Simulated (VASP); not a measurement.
A run of VASP 6.6.1:

The input INCAR:

```
SYSTEM = GaAs
ALGO     = Fast           ! electronic algorithm
EDIFF    = 1E-6           ! SCF threshold, eV
EDIFFG   = -0.01          ! ionic threshold
ENCUT    = 600            ! plane-wave cutoff, eV
GGA      = RP             ! functional
IBRION   = 2              ! ionic algorithm
ISIF     = 3              ! what is computed and relaxed
ISMEAR   = -1             ! smearing method
LASPH    = .True.         ! aspherical terms in the spheres
LCHARG   = .False.        ! write CHGCAR
LREAL    = .False.        ! projectors in reciprocal space
LWAVE    = .False.        ! write WAVECAR
NELM     = 80             ! most SCF steps
NSW      = 60             ! ionic steps
PREC     = Accurate       ! precision mode
SIGMA    = 0.05           ! smearing width, eV
```

The input KPOINTS:

```
k-points
0
Gamma
  8 8 8
  0 0 0
```

POSCAR

```
GaAs
1.0
    0.0000000000      2.8268500000      2.8268500000
    2.8268500000      0.0000000000      2.8268500000
    2.8268500000      2.8268500000      0.0000000000
As Ga
1 1
Direct
    0.7500000000      0.7500000000      0.7500000000
    0.0000000000      0.0000000000      0.0000000000
```

Potentials or basis: VASP PAW PBE potentials, release 64 (As, Ga_d).

Run with:

```bash
$ cat potpaw_PBE.64/As/POTCAR potpaw_PBE.64/Ga_d/POTCAR > POTCAR
$ mpirun -np 1 vasp_std > vasp.out
```

Hardware: 1 thread of AMD EPYC 7R13 Processor (Zen 3), on a shared host.

Q: How long does it take, and how much memory?

A: Wall time 61 s on 1 thread of AMD EPYC 7R13 Processor (Zen 3), with other jobs on the host, peak memory 0.16 GiB. Counts: scf iterations 50, k points 29, ion steps 6.
